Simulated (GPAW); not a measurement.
# P K-edge XANES of InP (F-43m), part 2 of 3

How does the P K edge of InP (F-43m) move when the bonds are compressed or stretched?

GPAW 26.7.0; X-ray absorption from dipole matrix elements to empty bands, plane-wave PAW PBE.

So far. Step 2 (The field without a hole): The mesh shows a gap of 0.71 eV, so the hole is first treated in a charged cell, without the excited electron.

The database entry behind the starting cell differs from later determinations by our own check (0.1 to 0.3 % short, probably kX units), so it need not match the best structure at ambient conditions.

## 4. Spectrum with FCH, P atom 2

The holes are 5.9 Å apart. In GPAW the data set carries the hole's charge, so charge=0 means a charged cell and charge=-1 a neutral one. The excited electron is left out and a uniform background balances the charge. After the field has converged, empty bands are computed with the density fixed and the dipole matrix elements are summed.

The absorber has 4 In at 2.54 Å (tetrahedral, site symmetry -43m).

xas.py reads:

```python
import numpy as np
from ase import Atoms
from ase.parallel import parprint, paropen
from gpaw import GPAW, PW, FermiDirac, Mixer, MixerDif, setup_paths
from gpaw.test import gen
setup_paths.insert(0, '.')
gen('P', name='fch1s', xcname='PBE', corehole=(1, 0, 1), write_xml=True)
from gpaw.mpi import world
world.barrier()

atoms = Atoms('In4P4',
    cell=[[0, -5.861, 0],
     [-5.861, 0, 0],
     [0, 0, -5.861]],
    scaled_positions=[[0, 0, 0],
     [0.5, 0, 0.5],
     [0, 0.5, 0.5],
     [0.5, 0.5, 0],
     [0.25, 0.25, 0.25],
     [0.75, 0.25, 0.75],
     [0.25, 0.75, 0.75],
     [0.75, 0.75, 0.25]],
    pbc=True)
atoms.calc = calc = GPAW(legacy_gpaw=True, mode=PW(430, force_complex_dtype=True), xc='PBE', setups={4: 'fch1s'},
    kpts={'size': (3, 3, 3), 'gamma': True}, occupations=FermiDirac(0.02),
    charge=0, mixer=Mixer(0.1, 5, 50), maxiter=150,
    convergence={'density': 0.0001, 'eigenstates': 1e-6}, txt='scf.txt')
energy = atoms.get_potential_energy() + calc.get_reference_energy()
ef = calc.get_fermi_level()
out = dict(energy=energy, fermi=ef, forces=atoms.get_forces().tolist())
parprint(f'all-electron energy {energy:.4f} eV, Fermi level {ef:.4f} eV')
ev = np.array([[calc.get_eigenvalues(k, s) for k in range(len(calc.get_ibz_k_points()))] for s in range(calc.get_number_of_spins())])
out['homo'], out['lumo'], out['counts'] = ev[ev < ef].max(), ev[ev > ef].min(), sorted(set((ev < ef).sum((0, 2)).tolist()))
out['filled'] = (ev[:, 0] < ef).sum(1).tolist()

from ase.units import Ha
from gpaw.xas import dipole_matrix_elements
nb = int(calc.get_number_of_electrons() / 2) + 123
top, nb = nb, nb + 8 + nb // 12
nscf = calc.fixed_density(kpts={'size': (4, 4, 4), 'gamma': True}, nbands=nb,
    convergence={'bands': top, 'eigenstates': 5e-3}, maxiter=60, txt='nscf.txt')
cell = atoms.cell.array
ops = [cell.T @ U.T @ np.linalg.inv(cell.T) for U in nscf.wfs.kd.symmetry.op_scc]
filled = [36]  # bands filled in the ground state, by spin
E = np.arange(-6, 34, 0.1)
fwhm = np.interp(E, [4, 25], [0.9, 3.5])
Y, X, zero, highest = 0, 0, 1e9, 1e9
for spin in range(nscf.get_number_of_spins()):
    wfs = nscf.wfs
    mine = wfs.bd.get_slice()  # this rank's bands
    A = dipole_matrix_elements(wfs.setups[4])
    eps = np.zeros((wfs.kd.nibzkpts, nb))
    d = np.zeros((3, A.shape[1], wfs.kd.nibzkpts, nb), complex)
    for kpt in wfs.kpt_u:
        if kpt.s == spin and 4 in kpt.P_ani:
            eps[kpt.k, mine] = kpt.eps_n * Ha
            d[:, :, kpt.k, mine] = (kpt.weight * wfs.nspins / 2) ** 0.5 * np.inner(A, kpt.P_ani[4])
    world.sum(eps)
    world.sum(d)
    T = np.einsum('amkn,bmkn->abkn', d, d.conj()).real
    T = sum(np.einsum('ai,ijkn,bj->abkn', R, T, R) for R in ops) / len(ops)
    empty = np.ones_like(eps, bool) & (np.arange(nb) >= filled[spin])
    zero, highest = min(zero, eps[empty].min()), min(highest, eps[:, top - 1].min())
    lines = [(eps, T, empty)] if spin == 0 else lines + [(eps, T, empty)]
for eps, T, empty in lines:
    f = np.einsum('aakn->akn', T).reshape(3, -1)
    x = eps.ravel() - zero
    w = np.interp(x, E, fwhm) / 2.35482
    g = np.exp(-0.5 * ((E[:, None] - x) / w) ** 2) / (w * (2 * np.pi) ** 0.5)
    Y = Y + (f * empty.ravel()) @ g.T
    X = X + (f * ~empty.ravel()) @ g.T
out.update(E=E.round(2).tolist(), xas=Y.tolist(), xes=X.tolist(), zero=zero, valid=highest - zero, nk=len(eps), nb=nb)
for i in range(0, len(E), 10):
    parprint(f'{E[i]:7.2f}', *(f'{v:10.3e}' for v in Y[:, i]))
import json
with paropen('out.json', 'w') as f:
    json.dump(out, f)
```

Launch:

```
OMP_NUM_THREADS=1 mpirun -n 4 gpaw python xas.py
```

Numbers of over 12 decimals in the logs are rounded to 6 here.

The program printed:

```text
Input parameters:
  convergence: {density: 0.0001,
                eigenstates: 1e-06}
  kpts: {gamma: True,
         size: (3, 3, 3)}
  maxiter: 150
  mixer: {backend: pulay,
          beta: 0.1,
          method: separate,
          nmaxold: 5,
          weight: 50}
  mode: {ecut: 430.0,
         force_complex_dtype: True,
         name: pw}
  occupations: {fixmagmom: False,
                name: fermi-dirac,
                width: 0.02}
  setups: {4: fch1s}
  xc: PBE

Initialize ...

[... PAW data sets ...]

Reference energy: -674947.305390  # eV

Spin-paired calculation

[... convergence settings ...]
Symmetries present (total): 6
  [... symmetry matrices ...]

27 k-points: 3 x 3 x 3 Monkhorst-Pack grid
6 k-points in the irreducible part of the Brillouin zone
       k-points in crystal coordinates                weights
   0:     0.00000000    0.00000000    0.00000000          1/27
   1:     0.33333333    0.00000000   -0.33333333          6/27
   2:     0.33333333    0.00000000    0.00000000          6/27
   3:     0.33333333    0.33333333   -0.33333333          6/27
   4:     0.33333333    0.33333333    0.00000000          6/27
   5:     0.33333333    0.33333333    0.33333333          2/27

Wave functions: Plane wave expansion
  Cutoff energy: 430.000 eV
  Number of coefficients (min, max): 4059, 4092
  Pulay-stress correction: 0.000000 eV/Ang^3 (de/decut=0.000000)
  Using FFTW library
  Wavefunction extrapolation:
    Improved wavefunction reuse through dual PAW basis

Occupation numbers: Fermi-Dirac:
  width: 0.0200  # eV

Eigensolver
   Davidson(niter=2)

Densities:
  Coarse grid: 30*30*30 grid
  Fine grid: 60*60*60 grid
  Total Charge: 1.000000

Density mixing:
  Method: separate
  Backend: pulay
  Linear mixing parameter: 0.1
  old densities: 5
  Width of damping distribution: 1.1
  Damping of long wavelength oscillations: 50

[... Hamiltonian set-up ...]
Number of atoms: 8
Number of atomic orbitals: 52
Number of bands in calculation: 48
Number of valence electrons: 72
Bands to converge: occupied

... initialized

Initializing position-dependent things.

Density initialized from atomic densities
Creating initial wave functions:
  48 bands from LCAO basis set

                     In
            In
                P
             In
       P
                   In
         P
               P

Atomic positions and initial magnetic moments

Positions:
   0 In     0.000000    0.000000    0.000000    ( 0.0000,  0.0000,  0.0000)
   1 In     0.000000   -2.930500   -2.930500    ( 0.0000,  0.0000,  0.0000)
   2 In    -2.930500    0.000000   -2.930500    ( 0.0000,  0.0000,  0.0000)
   3 In    -2.930500   -2.930500    0.000000    ( 0.0000,  0.0000,  0.0000)
   4 P     -1.465250   -1.465250   -1.465250    ( 0.0000,  0.0000,  0.0000)
   5 P     -1.465250   -4.395750   -4.395750    ( 0.0000,  0.0000,  0.0000)
   6 P     -4.395750   -1.465250   -4.395750    ( 0.0000,  0.0000,  0.0000)
   7 P     -4.395750   -4.395750   -1.465250    ( 0.0000,  0.0000,  0.0000)

Unit cell:
           periodic     x           y           z      points  spacing
  1. axis:    yes    0.000000   -5.861000    0.000000    30     0.1954
  2. axis:    yes   -5.861000    0.000000    0.000000    30     0.1954
  3. axis:    yes    0.000000    0.000000   -5.861000    30     0.1954

  Lengths:   5.861000   5.861000   5.861000
  Angles:   90.000000  90.000000  90.000000

Effective grid spacing dv^(1/3) = 0.1954

iter:   1   -55.715082
iter:   2   -53.561120   -1.62  -1.05
iter:   3   -50.830273   -1.13  -1.11
iter:   4   -50.991358   -2.30  -1.38
iter:   5   -50.790032   -1.97  -1.43
iter:   6   -50.759936   -3.27  -2.01
iter:   7   -50.760788c  -3.54  -2.12
iter:   8   -50.760296c  -4.37  -2.86
iter:   9   -50.760352c  -4.48  -2.81
iter:  10   -50.760300c  -5.28  -3.29
iter:  11   -50.760293c  -6.30c -3.40
iter:  12   -50.760292c  -5.85  -3.46
iter:  13   -50.760290c  -6.71c -3.85
iter:  14   -50.760288c  -7.49c -3.93
iter:  15   -50.760288c  -7.90c -4.03c

Converged after 15 iterations.

Dipole moment: (0.106861, 0.106861, 0.106861) |e|*Ang

Energy contributions relative to reference atoms: (reference = -674947.305390)

Kinetic:        +69.826668
Potential:      -80.977324
External:        +0.000000
XC:             -40.492117
Entropy (-ST):   -0.000000
Local:           +0.882486
SIC:             +0.000000
--------------------------
Free energy:    -50.760288
Extrapolated:   -50.760288

Showing only first 2 kpts
 Kpt  Band  Eigenvalues  Occupancy
  0    34      4.56408    2.00000
  0    35      4.56408    2.00000
  0    36      5.14407    0.00000
  0    37      6.77898    0.00000

  1    34      3.32025    2.00000
  1    35      4.22666    2.00000
  1    36      7.02851    0.00000
[...]
Fermi level: 4.86506

Gap: 0.580 eV
Transition (v -> c):
  (s=0, k=0, n=35, [0.00, 0.00, 0.00]) -> (s=0, k=0, n=36, [0.00, 0.00, 0.00])
No difference between direct/indirect transitions

Forces in eV/Ang:
  0 In    0.43813    0.43813    0.43813
  1 In    0.43813   -0.43813   -0.43813
  2 In   -0.43813    0.43813   -0.43813
  3 In   -0.43813   -0.43813    0.43813
  4 P     0.00000    0.00000    0.00000
  5 P    -0.00000   -0.00000   -0.00000
  6 P    -0.00000   -0.00000   -0.00000
  7 P    -0.00000   -0.00000   -0.00000
Scalar-relativistic atomic PBE calculation for P (Phosphorus, Z=15)
Core hole in 1s state (1s occupation: 1.0)
450 radial gridpoints.
|------------------------------------------------|
|------------------------------------------------|
[... the atom generator's iteration count ...]

Energy contributions:
-------------------------
Kinetic:     +262.827971
XC:           -18.802338
Potential:   -506.301350
-------------------------
Total:       -262.275717

state      eigenvalue         ekin         rmax
-----------------------------------------------
1s^1.0 :   -82.638549   110.566952        0.067
2s^2.0 :    -7.880838    17.711957        0.400
2p^6.0 :    -6.208215    17.410471        0.328
3s^2.0 :    -0.985623     2.830847        1.423
3p^3.0 :    -0.622564     2.237529        1.549
-----------------------------------------------
(units: Bohr and Hartree)

Generating PAW setup
Kinetic energy of the core from tauc = 251.042791
Cutoffs:
rc(s)=1.800
rc(p)=1.800
rc(d)=1.800
rc(vbar)=1.620
rc(comp)=1.800
rc(nct)=1.800

Kinetic energy of the core states: 250.453690
Charge: 1.0
Core electrons: 9.0
Valence electrons: 5.0
Pseudo-core charge: 0.080239
Shape function alpha=3.086
Pseudo-electron charge 5.484265
state    eigenvalue         norm
--------------------------------
3s(2) :    -0.985623     1.194581
*s    :     0.014377
3p(3) :    -0.622564     1.004954
*p    :     0.377436
*d    :     0.000000
--------------------------------

Diagonalizing with gridspacing h=0.050

state   all-electron     PAW
-------------------------------
3s:      -0.985623    -0.986051
3p:      -0.622564    -0.622827
*d:                   -0.149877
*f:                   -0.018076
-------------------------------
all-electron energy -674998.0657 eV, Fermi level 4.8651 eV
[...]
31.00  3.907e-06  3.907e-06  3.907e-06
  32.00  3.734e-06  3.734e-06  3.734e-06
  33.00  3.379e-06  3.379e-06  3.379e-06
```

The job ended after 62 s (4 MPI ranks of Arm Neoverse V1, shared host; peak memory 0.31 GiB; 4.1 min of CPU time).

The P K spectrum, P atom 2, full core hole (charged cell) (energy from the lowest empty level; intensity scaled to a mean of 1 over the first 20 eV):

| E (eV) | intensity |
| --- | --- |
| -2.0 | 0.00 |
| -1.4 | 0.00 |
| -0.8 | 0.00 |
| -0.2 | 0.00 |
| 0.4 | 0.04 |
| 1.0 | 0.52 |
| 1.6 | 1.32 |
| 2.2 | 1.89 |
| 2.8 | 1.69 |
| 3.4 | 1.56 |
| 4.0 | 1.95 |
| 4.6 | 1.60 |
| 5.2 | 1.27 |
| 5.8 | 1.10 |
| 6.4 | 1.33 |
| 7.0 | 1.56 |
| 7.6 | 1.28 |
| 8.2 | 0.97 |
| 8.8 | 0.77 |
| 9.4 | 0.66 |
| 10.0 | 0.58 |
| 10.6 | 0.57 |
| 11.2 | 0.70 |
| 11.8 | 0.90 |
| 12.4 | 1.04 |
| 13.0 | 1.10 |
| 13.6 | 1.09 |
| 14.2 | 1.06 |
| 14.8 | 1.00 |
| 15.4 | 0.91 |
| 16.0 | 0.79 |
| 16.6 | 0.66 |
| 17.2 | 0.58 |
| 17.8 | 0.57 |
| 18.4 | 0.61 |
| 19.0 | 0.68 |
| 19.6 | 0.74 |
| 20.2 | 0.77 |
| 20.8 | 0.77 |
| 21.4 | 0.77 |
| 22.0 | 0.80 |
| 22.6 | 0.89 |
| 23.2 | 1.01 |
| 23.8 | 1.12 |
| 24.4 | 1.18 |
| 25.0 | 1.18 |
| 25.6 | 1.14 |
| 26.2 | 1.06 |
| 26.8 | 0.98 |
| 27.4 | 0.92 |
| 28.0 | 0.91 |
| 28.6 | 0.94 |
| 29.2 | 1.02 |
| 29.8 | 1.09 |
| 30.4 | 1.15 |
| 31.0 | 1.16 |
| 31.6 | 1.14 |

Main maxima below 24 eV (height): 2.3 eV (1.91), 4.0 eV (1.95), 7.0 eV (1.56) and 13.2 eV (1.10). A K edge sees empty p states on the absorber.

The hole costs E(hole) − E(ground) = 2149.33 eV, and the lowest empty level of the hole cell on the spectrum's mesh lies at 5.14 eV, which puts the zero at 2154.47 eV. One term is added: -15.96 eV, since the hole is spin-paired here and a spin-polarised one costs that much less in the free atom (computed apart). The photon energy is then 2138.51 eV. The functional and the charged cell's background leave an error of a few eV in such absolute values.

## 5. Reference energy of the supercell

The cell changes for the next run, so it gets a reference energy of its own.

The cell differs from the one that the last finished run ended in (a 5.861 → 5.741 Å, b 5.861 → 5.741 Å, c 5.861 → 5.741 Å).

scf.py reads:

```python
import numpy as np
from ase import Atoms
from ase.parallel import parprint, paropen
from gpaw import GPAW, PW, FermiDirac, Mixer, MixerDif, setup_paths
from gpaw.test import gen
setup_paths.insert(0, '.')
gen('P', name='nch1s', xcname='PBE', corehole=(1, 0, 0), write_xml=True)
from gpaw.mpi import world
world.barrier()

atoms = Atoms('In4P4',
    cell=[[0, -5.74135418, 0],
     [-5.74135418, 0, 0],
     [0, 0, -5.74135418]],
    scaled_positions=[[0, 0, 0],
     [0.5, 0, 0.5],
     [0, 0.5, 0.5],
     [0.5, 0.5, 0],
     [0.25, 0.25, 0.25],
     [0.75, 0.25, 0.75],
     [0.25, 0.75, 0.75],
     [0.75, 0.75, 0.25]],
    pbc=True)
atoms.calc = calc = GPAW(legacy_gpaw=True, mode=PW(430, force_complex_dtype=True), xc='PBE', setups={4: 'nch1s'},
    kpts={'size': (3, 3, 3), 'gamma': True}, occupations=FermiDirac(0.02),
    charge=0, mixer=Mixer(0.1, 5, 50), maxiter=150,
    convergence={'density': 0.0001, 'eigenstates': 1e-6}, txt='scf.txt')
energy = atoms.get_potential_energy() + calc.get_reference_energy()
ef = calc.get_fermi_level()
out = dict(energy=energy, fermi=ef, forces=atoms.get_forces().tolist())
parprint(f'all-electron energy {energy:.4f} eV, Fermi level {ef:.4f} eV')
ev = np.array([[calc.get_eigenvalues(k, s) for k in range(len(calc.get_ibz_k_points()))] for s in range(calc.get_number_of_spins())])
out['homo'], out['lumo'], out['counts'] = ev[ev < ef].max(), ev[ev > ef].min(), sorted(set((ev < ef).sum((0, 2)).tolist()))
out['filled'] = (ev[:, 0] < ef).sum(1).tolist()
import json
with paropen('out.json', 'w') as f:
    json.dump(out, f)
```

Launch:

```
OMP_NUM_THREADS=1 mpirun -n 4 gpaw python scf.py
```

The program printed:

```text
Input parameters:
  convergence: {density: 0.0001,
                eigenstates: 1e-06}
  kpts: {gamma: True,
         size: (3, 3, 3)}
  maxiter: 150
  mixer: {backend: pulay,
          beta: 0.1,
          method: separate,
          nmaxold: 5,
          weight: 50}
  mode: {ecut: 430.0,
         force_complex_dtype: True,
         name: pw}
  occupations: {fixmagmom: False,
                name: fermi-dirac,
[...]
3s(2) :    -0.513310     1.123125
*s    :     0.486690
3p(3) :    -0.202354     1.007558
*p    :     0.797646
*d    :     0.000000
--------------------------------

Diagonalizing with gridspacing h=0.050

state   all-electron     PAW
-------------------------------
3s:      -0.513310    -0.513614
3p:      -0.202354    -0.202609
*d:                    0.037583
*f:                    0.071811
-------------------------------
all-electron energy -677146.9740 eV, Fermi level 6.0751 eV
[key lines of the parts left out:]
Converged after 11 iterations.
Dipole moment: (0.000057, 0.000057, 0.000057) |e|*Ang
Free energy:    -33.640421
Fermi level: 6.07509
```

It took 9 s on 4 MPI ranks; peak memory 0.2 GiB.

Reference energy: -677146.974 eV with the cores included.

## 6. Spectrum with FCH, P atom 2

Shorter bonds are expected to push antibonding states and scattering resonances up, and longer ones down; the cell is scaled to test that.

Changed against the first core-hole run: volume scale from 1 to 0.94.

xas.py: that of step 4 with these lines changed.

```diff
@@ -11,5 +11,5 @@
 atoms = Atoms('In4P4',
-    cell=[[0, -5.861, 0],
-     [-5.861, 0, 0],
-     [0, 0, -5.861]],
+    cell=[[0, -5.74135418, 0],
+     [-5.74135418, 0, 0],
+     [0, 0, -5.74135418]],
     scaled_positions=[[0, 0, 0],
@@ -37,3 +37,3 @@
 from gpaw.xas import dipole_matrix_elements
-nb = int(calc.get_number_of_electrons() / 2) + 123
+nb = int(calc.get_number_of_electrons() / 2) + 115
 top, nb = nb, nb + 8 + nb // 12
```

Launch:

```
OMP_NUM_THREADS=1 mpirun -n 4 gpaw python xas.py
```

The program printed:

```text
Input parameters:
  convergence: {density: 0.0001,
                eigenstates: 1e-06}
  kpts: {gamma: True,
         size: (3, 3, 3)}
  maxiter: 150
  mixer: {backend: pulay,
          beta: 0.1,
          method: separate,
          nmaxold: 5,
          weight: 50}
  mode: {ecut: 430.0,
         force_complex_dtype: True,
         name: pw}
  occupations: {fixmagmom: False,
                name: fermi-dirac,
[...]
*p    :     0.377436
*d    :     0.000000
--------------------------------

Diagonalizing with gridspacing h=0.050

state   all-electron     PAW
-------------------------------
3s:      -0.985623    -0.986051
3p:      -0.622564    -0.622827
*d:                   -0.149877
*f:                   -0.018076
-------------------------------
all-electron energy -674998.2849 eV, Fermi level 5.6696 eV
[...]
32.00  3.922e-06  3.922e-06  3.922e-06
  33.00  3.719e-06  3.719e-06  3.719e-06
[key lines of the parts left out:]
Converged after 15 iterations.
Dipole moment: (0.111808, 0.111808, 0.111808) |e|*Ang
Free energy:    -50.979547
Fermi level: 5.66959
```

Run time: 54 s. Hardware: 4 MPI ranks; peak memory 0.3 GiB; 3.6 min of CPU time.

| E (eV) | first run | this run |
| --- | --- | --- |
| -2.0 | 0.00 | 0.00 |
| -1.0 | 0.00 | 0.00 |
| 0.0 | 0.00 | 0.01 |
| 1.0 | 0.52 | 0.65 |
| 2.0 | 1.76 | 1.76 |
| 3.0 | 1.58 | 1.51 |
| 4.0 | 1.95 | 2.08 |
| 5.0 | 1.36 | 1.22 |
| 6.0 | 1.13 | 1.13 |
| 7.0 | 1.56 | 1.56 |
| 8.0 | 1.05 | 1.01 |
| 9.0 | 0.73 | 0.74 |
| 10.0 | 0.58 | 0.65 |
| 11.0 | 0.64 | 0.66 |
| 12.0 | 0.96 | 0.95 |
| 13.0 | 1.10 | 1.09 |
| 14.0 | 1.07 | 1.06 |
| 15.0 | 0.97 | 1.00 |
| 16.0 | 0.79 | 0.85 |
| 17.0 | 0.60 | 0.64 |
| 18.0 | 0.58 | 0.55 |
| 19.0 | 0.68 | 0.62 |
| 20.0 | 0.76 | 0.71 |
| 21.0 | 0.77 | 0.74 |
| 22.0 | 0.80 | 0.73 |
| 23.0 | 0.97 | 0.83 |
| 24.0 | 1.15 | 1.04 |
| 25.0 | 1.18 | 1.18 |
| 26.0 | 1.09 | 1.18 |
| 27.0 | 0.96 | 1.07 |
| 28.0 | 0.91 | 0.94 |
| 29.0 | 0.99 | 0.91 |
| 30.0 | 1.11 | 1.01 |
| 31.0 | 1.16 | 1.13 |

The scaled spectrum changes by 7 % r.m.s. The highest intensity below 16 eV goes from 4.0 eV (1.95) to 3.9 eV (2.11).

The photon energy of the zero moves by +0.29 eV.

## 7. Supercell without a hole, the energy reference

The cell changes for the next run, so it gets a reference energy of its own.

The cell differs from the one that the last finished run ended in (a 5.741 → 5.802 Å, b 5.741 → 5.802 Å, c 5.741 → 5.802 Å).

scf.py: that of step 5 with these lines changed.

```diff
@@ -11,5 +11,5 @@
 atoms = Atoms('In4P4',
-    cell=[[0, -5.74135418, 0],
-     [-5.74135418, 0, 0],
-     [0, 0, -5.74135418]],
+    cell=[[0, -5.80179393, 0],
+     [-5.80179393, 0, 0],
+     [0, 0, -5.80179393]],
     scaled_positions=[[0, 0, 0],
```

Launch:

```
OMP_NUM_THREADS=1 mpirun -n 4 gpaw python scf.py
```

The program printed:

```text
Input parameters:
  convergence: {density: 0.0001,
                eigenstates: 1e-06}
  kpts: {gamma: True,
         size: (3, 3, 3)}
  maxiter: 150
  mixer: {backend: pulay,
          beta: 0.1,
          method: separate,
          nmaxold: 5,
          weight: 50}
  mode: {ecut: 430.0,
         force_complex_dtype: True,
         name: pw}
  occupations: {fixmagmom: False,
                name: fermi-dirac,
[...]
3s(2) :    -0.513310     1.123125
*s    :     0.486690
3p(3) :    -0.202354     1.007558
*p    :     0.797646
*d    :     0.000000
--------------------------------

Diagonalizing with gridspacing h=0.050

state   all-electron     PAW
-------------------------------
3s:      -0.513310    -0.513614
3p:      -0.202354    -0.202609
*d:                    0.037583
*f:                    0.071811
-------------------------------
all-electron energy -677147.2397 eV, Fermi level 5.7017 eV
[key lines of the parts left out:]
Converged after 11 iterations.
Dipole moment: (0.000059, 0.000059, 0.000059) |e|*Ang
Free energy:    -33.906202
Fermi level: 5.70173
```

Elapsed: 8.9 s, on 4 MPI ranks; peak memory 0.2 GiB; 35 s of CPU time.

Reference energy: -677147.240 eV with the cores included.

(Part 2 of 3 ends here.)

[Banner, clock and machine lines of the logs are left out without a mark of their own.]

[Logs are printed without paths, hosts, clocks, repeated set-up lines and the standing remarks that a program may print on its own settings, such as how far it seeks lower states.]

[Hosts, paths, dates, database ids (printed as entryN), source tags and the programs' standing remarks are cut or masked in the printed files.]

[Lists of maxima count a maximum above −3 eV only where it reaches 4 % of the highest in the window and stands out from its surroundings by 2 % of it (1.5 % where it reaches 55 %); shoulders and weaker maxima are passed over, and of the rest the first, up to two pre-edge ones and the few strongest are named.]
